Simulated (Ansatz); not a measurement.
**P: all-electron results**

```
CELL_PARAMETERS angstrom
2.70538 0.00000 0.00000
-1.35269 2.34293 0.00000
0.00000 0.00000 4.58769
ATOMIC_POSITIONS crystal
P 0.33333 0.66667 0.25000
P 0.66667 0.33333 0.75000
```

Atom numbers follow the list: P1, P2.

The structure comes from a relaxation in the same program, started in the hcp type, and has space group P6_3/mmc. Whether it is a known phase or the ground state wasn't checked.

All numbers below come from Ansatz 0.2.0, DFT, PBE, all-electron LAPW, scalar-relativistic.

Settings: a Γ-centred 15×15×8 k mesh, Fermi–Dirac smearing of 0.05 eV, basis error target 1 meV/atom, no spin polarisation.

```yaml
Band_gap: "none: bands cross the Fermi level, a metal"
Density_of_states_at_the_Fermi_level_0.2_eV_bin: 1.04 states/eV per cell
Volume_per_atom: 14.54 Å³
Pressure_at_this_cell: 0.05 GPa
```
